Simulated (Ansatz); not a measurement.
## From the elastic tensor of BP at 7 GPa (stress–strain coefficients) to moduli and sound speeds

The calculation used Ansatz, DFT PBE, scalar-relativistic, plane waves, PAW. Settings: 420 eV plane-wave cutoff, Γ-centred 10×10×10 mesh, fixed occupations. No spin polarisation.

Symmetry: F-43m, No. 216, cubic system. The conventional cell has a = 4.488 Å, b = 4.488 Å, c = 4.488 Å, α = 90.00°, β = 90.00°, γ = 90.00°. B (site symmetry -43m) is surrounded by 4 P at 1.94 Å. Around P (site symmetry -43m) lie 4 B at 1.94 Å.

Relaxed-ion constants (GPa, on the Cartesian axes of the calculation):
```
371.1  96.4  96.4   0.0   0.0   0.0
 96.4 371.1  96.4   0.0   0.0   0.0
 96.4  96.4 371.1   0.0   0.0   0.0
  0.0   0.0   0.0 198.2   0.0   0.0
  0.0   0.0   0.0   0.0 198.2   0.0
  0.0   0.0   0.0   0.0   0.0 198.2
```

Density 3.070 g/cm³; 2 atoms in 22.60 Å³.

The values that follow are for a polycrystal of randomly turned grains, by Hill's mean where one number stands.

With S = C⁻¹: B_V = (C11+C22+C33+2(C12+C13+C23))/9, G_V = (C11+C22+C33−C12−C13−C23+3(C44+C55+C66))/15, 1/B_R = S11+S22+S33+2(S12+S13+S23), 15/G_R = 4(S11+S22+S33−S12−S13−S23)+3(S44+S55+S66); Hill is their mean. Then v_l = √((B+4G/3)/ρ), v_t = √(G/ρ), v_m = [(2/v_t³+1/v_l³)/3]^(−1/3) and Θ = (ħ/k_B)·v_m·(6π²n/V)^(1/3) for n atoms in the volume V; E = 9BG/(3B+G), ν = (3B−2G)/(2(3B+G)) and A^U = 5G_V/G_R + B_V/B_R − 6.

```json
{
  "Bulk modulus, Voigt / Reuss / Hill": "188.0 / 188.0 / 188.0 GPa",
  "Shear modulus, Voigt / Reuss / Hill": "173.8 / 168.4 / 171.1 GPa",
  "Young's modulus": "394 GPa",
  "Poisson ratio": "0.151",
  "Pugh ratio B/G": "1.10",
  "Universal anisotropy index": "0.16",
  "Longitudinal and transverse sound speeds": "11642 and 7465 m/s",
  "Debye temperature from the mean sound speed": "1088 K"
}
```

Cost: 1 run of about 0.67 core-minutes, on Arm Neoverse V1 (shared hosts).

Compressed BP resists shear nearly as strongly as it resists volume change, as the Pugh ratio of 1.10 and the Poisson ratio of 0.151 show. The reason is directional sp³ bonding: shear must bend the tetrahedral bond angles, which costs much energy in a network of short, only weakly polar B–P bonds. Central forces alone would make C12 exceed C44 under pressure, yet C44 is 198.2 GPa against 96.4 GPa for C12, a clear sign of strong angular forces. C44 also exceeds half of C11 − C12, so the crystal is stiffest in tension along ⟨111⟩, the bond directions, and most compliant along the cube axes. Stiff bonds and light atoms together account for the fast sound and the Debye temperature of 1088 K. The tensor meets the cubic conditions for stability against small homogeneous strains at this pressure, but that excludes neither a phonon instability at finite wavevector nor a competing phase of lower enthalpy.
